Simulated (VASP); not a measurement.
Input of a VASP 6.6.1 run:

INCAR

```
SYSTEM = Cu
ALGO = Normal
EDIFF = 1E-6
EDIFFG = -0.01
ENCUT = 600
GGA = PE
IBRION = 2
ISIF = 3
ISMEAR = 1
LASPH = .True.
LCHARG = .False.
LREAL = .False.
LWAVE = .False.
NELM = 80
NSW = 90
PREC = Accurate
SIGMA = 0.1
```

The input KPOINTS:

```
k-points
0
Gamma
  18 18 18
  0 0 0
```

Contents of POSCAR:

```
Cu
1.0
    0.0000000000      1.8075000000      1.8075000000
    1.8075000000      0.0000000000      1.8075000000
    1.8075000000      1.8075000000      0.0000000000
Cu
1
Direct
    0.0000000000      0.0000000000      0.0000000000
```

Potentials or basis: VASP PAW PBE potentials, release 64 (Cu).

Run with:

```sh
$ cat potpaw_PBE.64/Cu/POTCAR > POTCAR
$ mpirun -np 1 vasp_std > vasp.out
```

Task: What does it give for the relaxed cell?

Result: a = 2.571 Å, b = 2.571 Å, c = 2.571 Å, α = 60.00°, β = 60.00°, γ = 60.00°.

Task: Estimate the relaxed volume.

Result: 12.01 Å³/atom.

Final structure:
```
Cu
1.0
     0.00000    1.81786    1.81786
     1.81786    0.00000    1.81786
     1.81786    1.81786    0.00000
Cu
1
Direct
  0.00000 0.00000 0.00000
```

PBE usually gives volumes a little too large and moduli too small. Zero-point motion and thermal expansion aren't in these numbers.
